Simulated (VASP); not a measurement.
Here is a VASP 6.6.1 calculation.

INCAR

```
PREC = Accurate
ENCUT = 520
EDIFF = 1E-7
ISMEAR = 1
SIGMA = 0.1
LREAL = F
LASPH = T
NELM = 80
ALGO = Normal
ISIF = 2
LWAVE = F
LCHARG = F
LDIPOL = T
IDIPOL = 3
DIPOL = 0.5 0.5 0.500
GGA = PE
IVDW = 12
LVHAR = T
LVACPOTAV = T
ICORELEVEL = 1
```

File KPOINTS:

```
regular mesh
0
Gamma
  9 9 1
```

POSCAR

```
Sb
1.0
    4.3223837000      0.0000000000      0.0000000000
   -2.1611921500      3.7432942600      0.0000000000
    0.0000000000      0.0000000000     20.2168760400
Sb
4
Direct
    0.3333332200      0.6666666100      0.3709772000
    0.6666665100      0.3333332600      0.4475484700
    0.9999998000      0.9999999000      0.5524515300
    0.3333330900      0.6666665500      0.6290228000
```

Potentials or basis: VASP PAW PBE potentials, release 64 (Sb).

Run with:

```sh
$ cat potpaw_PBE.64/Sb/POTCAR > POTCAR
$ mpirun -np 1 vasp_std > vasp.out
```

(1) What does it give for the dispersion energy per atom?

(2) What does it give for the band gap on the k mesh?

(3) Estimate the largest force.

Results:

(1) -0.329 eV.

(2) 0.11 eV, indirect (least direct gap 0.26 eV).

(3) 0.195 eV/Å.

Caveat: spin-orbit coupling is left out, which moves the levels of the heavy elements.
